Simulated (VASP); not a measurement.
# Nb5C6 in VASP: a series of runs

One slab, Nb5C6, is run at these levels: PBE; tasks: single point.

Everything below comes from runs of VASP 6.6.1. Logs are shortened: lines on timing, memory, paths and dates and some standing lists are left out, and cuts for length are marked.

## Step 1: The structure

The cell holds a slab with vacuum, 11 atoms: a = 3.111 Å, b = 3.111 Å, c = 24.702 Å, α = 90.00°, β = 90.00°, γ = 120.00°.

## Step 2: Single point, PBE

The input, INCAR:

```
PREC = Accurate
ENCUT = 520
EDIFF = 1E-7
ISMEAR = 1
SIGMA = 0.1
LREAL = False
LASPH = True
NELM = 120
ALGO = Normal
ISIF = 2
LWAVE = False
LCHARG = False
LDIPOL = True
IDIPOL = 3
DIPOL = 0.5 0.5 0.500
GGA = PE
NBANDS = 64
LVHAR = True
LVACPOTAV = True
```

The input, KPOINTS:

```
Automatic mesh
0
Gamma
  10 10 1
```

The input, POSCAR:

```
Nb5C6
1.0
    3.1112698372      0.0000000000      0.0000000000
   -1.5556349186      2.6944387171      0.0000000000
    0.0000000000      0.0000000000     24.7017059222
C Nb
6 5
Direct
    0.3333333333      0.6666666667      0.2428982038
    0.0000000000      0.0000000000      0.3457389223
    0.6666666667      0.3333333333      0.4485796408
    0.3333333333      0.6666666667      0.5514203592
    0.0000000000      0.0000000000      0.6542610777
    0.6666666667      0.3333333333      0.7571017962
    0.6666666667      0.3333333333      0.2943185631
    0.3333333333      0.6666666667      0.3971592815
    0.0000000000      0.0000000000      0.5000000000
    0.6666666667      0.3333333333      0.6028407185
    0.3333333333      0.6666666667      0.7056814369
```

Potentials or basis: VASP PAW PBE potentials, release 64 (C, Nb_sv).

Run with:

```sh
> cat potpaw_PBE.64/C/POTCAR potpaw_PBE.64/Nb_sv/POTCAR > POTCAR
> mpirun -np 1 vasp_std > vasp.out
```

OUTCAR:

```text
PREC = Accurate
   ENCUT = 520
   EDIFF = 1E-7
   ISMEAR = 1
   LREAL = False
   LASPH = True
   NELM = 120
   ISIF = 2
   GGA = PE

 Found     14 irreducible k-points:

 Following reciprocal coordinates:
            Coordinates               Weight
  0.000000  0.000000  0.000000      1.000000
  0.100000 -0.000000  0.000000      6.000000
  0.200000 -0.000000  0.000000      6.000000
  0.300000  0.000000  0.000000      6.000000
  0.400000 -0.000000  0.000000      6.000000
  0.500000 -0.000000  0.000000      3.000000
   k-points           NKPTS =     14   k-points in BZ     NKDIM =     14   number of bands    NBANDS=     64
   number of dos      NEDOS =    301   number of ions     NIONS =     11
   total plane-waves  NPLWV = 110592
   dimension x,y,z NGX =    24 NGY =   24 NGZ =  192
   dimension x,y,z NGXF=    48 NGYF=   48 NGZF=  384
   ions per type =               6   5
   NGX,Y,Z   is equivalent  to a cutoff of  12.82, 12.82, 12.92 a.u.
   NGXF,Y,Z  is equivalent  to a cutoff of  25.65, 25.65, 25.84 a.u.
 SYSTEM =  unknown system
   PREC   = accura    normal or accurate (medium, high low for compatibility)
   ISTART =      0    job   : 0-new  1-cont  2-samecut
   ICHARG =      2    charge: 1-file 2-atom 10-const
   ISPIN  =      1    spin polarized calculation?
   LNONCOLLINEAR =      F non collinear calculations
   LSORBIT =      F    spin-orbit coupling
   LASPH  =      T    aspherical Exc in radial PAW
   ENCUT  =  520.0 eV  38.22 Ry    6.18 a.u.   5.78  5.78 45.93*2*pi/ulx,y,z
   NELM   =    120;   NELMIN=  2; NELMDL= -5     # of ELM steps
   EDIFF  = 0.1E-06   stopping-criterion for ELM
   LREAL  =      F    real-space projection
   EDIFFG = 0.1E-05   stopping-criterion for IOM
   NSW    =      0    number of steps for IOM
   IBRION =     -1    ionic relax: 0-MD 1-quasi-New 2-CG
   NFREE  =      0    steps in history (QN), initial steepest desc. (CG)
   ISIF   =      2    stress and relaxation
   ISYM   =      2    0-nonsym 1-usesym 2-fastsym
   POTIM  = 0.5000    time-step for ionic-motion
   TEBEG  =    0.0;   TEEND  =   0.0 temperature during run
   PSTRESS=    0.0 pullay stress
   NELECT =      89.0000    total number of electrons
   NUPDOWN=      -1.0000    fix difference up-down
   EMIN   =  10.00;   EMAX   =-10.00  energy-range for DOS
   EFERMI =   0.00;   METHOD = LEGACY
   ISMEAR =     1;   SIGMA  =   0.10  broadening in eV -4-tet -1-fermi 0-gaus
   EFERMI_NEDOS =   21; number of points for ismear=-14 and -15
   IALGO  =     38    algorithm
   IMIX   =      4    mixing-type and parameters
     AMIX     =   0.40;   BMIX     =  1.00
     AMIX_MAG =   1.60;   BMIX_MAG =  1.00
  volume/ion in A,a.u.               =      18.83       127.04
  Fermi-wavevector in a.u.,A,eV,Ry     =   1.235456  2.334673 20.767264  1.526351
  Thomas-Fermi vector in A             =   2.370104
   LORBIT       =      0    0 simple, 1 ext, 2 COOP (PROOUT), +10 PAW based schemes
   GGA     = PE    functional components
   LHFCALC =     F    Hartree Fock is set to
   AEXX    =    0.0000 exact exchange contribution
   IVDW    =     0    specifies the selected vdW correction
   LEPSILON=     F    determine dielectric tensor
   LRPA    =     F    only Hartree local field effects (RPA)
 non-spin polarized calculation
 Methfessel and Paxton  Order N= 1 SIGMA  =   0.10
  energy-cutoff  :      520.00
  volume of cell :      207.08
 maximum number of plane-waves:      5604
 NGX is ok and might be reduce to    24
   NGX = 11   NGY = 11   NGZ = 91

 dipolmoment           0.000000      0.000000      0.000000 electrons x Angstroem

 number of electron      89.0000004 magnetization

 dipolmoment           0.000000      0.000000     -0.000000 electrons x Angstroem

 Free energy of the ion-electron system (eV)
  ---------------------------------------------------
  ext. energy  EPLUGINS =         0.00000000
  ---------------------------------------------------
  free energy    TOTEN  =      -105.03040835 eV

  energy without entropy =     -105.02873687  energy(sigma->0) =     -105.02985119

 E-fermi :   3.9827     XC(G=0):  -8.0787

 val. band max:        3.9752786539   @ k =   0.5000  -0.0000   0.0000
 cond. band min:       3.9908543057   @ k =   0.3000   0.1000   0.0000
 fundamental gap:      0.0155756518
 Fermi energy:         3.9827429344

 k-point     1 :       0.0000    0.0000    0.0000
  band No.  band energies     occupation
      1     -51.6654      2.00000
      2     -51.5890      2.00000
      3     -51.5601      2.00000
      4     -50.8175      2.00000
      5     -50.8175      2.00000
      6     -28.2330      2.00000
[... 48 lines left out ...]
     55       5.8730     -0.00000
     56       6.2829      0.00000

 k-point     2 :       0.1000   -0.0000    0.0000
  band No.  band energies     occupation
      1     -51.6553      2.00000
      2     -51.5806      2.00000
      3     -51.5534      2.00000
      4     -50.8093      2.00000
      5     -50.8093      2.00000
      6     -28.2052      2.00000
[... 48 lines left out ...]
     55       6.0468      0.00000
     56       6.3162      0.00000

 k-point     3 :       0.2000   -0.0000    0.0000
  band No.  band energies     occupation
      1     -51.6283      2.00000
      2     -51.5583      2.00000
      3     -51.5363      2.00000
      4     -50.7877      2.00000
      5     -50.7877      2.00000
      6     -28.1325      2.00000
[... 48 lines left out ...]
     55       6.5492      0.00000
     56       6.8887      0.00000

 k-point     4 :       0.3000    0.0000    0.0000
  band No.  band energies     occupation
      1     -51.5938      2.00000
      2     -51.5306      2.00000
      3     -51.5158      2.00000
      4     -50.7608      2.00000
      5     -50.7608      2.00000
      6     -28.0733      2.00000
[... 48 lines left out ...]
     55       6.9648      0.00000
     56       7.4772      0.00000

 k-point     5 :       0.4000   -0.0000    0.0000
  band No.  band energies     occupation
      1     -51.5645      2.00000
      2     -51.5080      2.00000
      3     -51.5003      2.00000
      4     -50.7390      2.00000
      5     -50.7390      2.00000
      6     -28.2192      2.00000
[... 48 lines left out ...]
     55       7.4082      0.00000
     56       7.6069      0.00000

 k-point     6 :       0.5000   -0.0000    0.0000
  band No.  band energies     occupation
      1     -51.5529      2.00000
      2     -51.4994      2.00000
      3     -51.4948      2.00000
      4     -50.7306      2.00000
      5     -50.7306      2.00000
      6     -28.2872      2.00000
[... 48 lines left out ...]
     55       7.6413      0.00000
     56       7.7032      0.00000

 [... further k-points ...]

 [bands above 56 left out]

------------------------ aborting loop because EDIFF is reached ----------------------------------------

  FORCE on cell =-STRESS in cart. coord.  units (eV):
  Direction    XX          YY          ZZ          XY          YZ          ZX
  --------------------------------------------------------------------------------------
  -------------------------------------------------------------------------------------
  Total       10.3638509     10.3638509      5.0646543     -0.0000000     -0.0000000      0.0000000
  in kB       80.1860470     80.1860470     39.1856858     -0.0000000     -0.0000000      0.0000000
  external PRESSURE =      66.5192600 kB  Pullay stress =       0.0000000 kB

 VOLUME and BASIS-vectors are now :
 -----------------------------------------------------------------------------
  energy-cutoff  :      520.00
  volume of cell :      207.08
      direct lattice vectors                 reciprocal lattice vectors
     3.111269837  0.000000000  0.000000000     0.321412173  0.185567405  0.000000000
    -1.555634919  2.694438717  0.000000000     0.000000000  0.371134810  0.000000000
     0.000000000  0.000000000 24.701705922     0.000000000  0.000000000  0.040483034

 POSITION                                       TOTAL-FORCE (eV/Angst)
 -----------------------------------------------------------------------------------
     -0.00000      1.79629      6.00000        -0.000000      0.000000      2.165836
      0.00000      0.00000      8.54034         0.000000     -0.000000      0.342903
      1.55563      0.89815     11.08068         0.000000     -0.000000     -0.063947
     -0.00000      1.79629     13.62102        -0.000000      0.000000      0.063947
      0.00000      0.00000     16.16136         0.000000      0.000000     -0.342903
      1.55563      0.89815     18.70171         0.000000     -0.000000     -2.165836
      1.55563      0.89815      7.27017         0.000000     -0.000000     -3.405624
     -0.00000      1.79629      9.81051        -0.000000     -0.000000     -0.098007
      0.00000      0.00000     12.35085         0.000000      0.000000      0.000000
      1.55563      0.89815     14.89119        -0.000000      0.000000      0.098007
     -0.00000      1.79629     17.43154        -0.000000      0.000000      3.405624
 -----------------------------------------------------------------------------------
    total drift:                                0.000000     -0.000000      0.000000

  FREE ENERGIE OF THE ION-ELECTRON SYSTEM (eV)
  ---------------------------------------------------
  free  energy   TOTEN  =      -105.0304083473 eV

  energy  without entropy=     -105.0287368653  energy(sigma->0) =     -105.02985119

 vacuum level on the upper side and lower side of the slab        10.442        10.442
```

It took 2.7 min on 1 thread of Intel Xeon 6975P-C (Granite Rapids), shared host; peak memory 0.39 GiB.

These settings aren't checked as converged: the numbers below hold their error.

What came out:

| Quantity | Value |
| --- | --- |
| Free energy | -105.0304 eV |
| Largest force | 3.406 eV/Å |
| Band gap on the k mesh | none (metal or under the smearing width) |
| Work function of the upper face | 6.46 eV |
| Work function of the lower face | 6.46 eV |

[end of part 1 of 2]
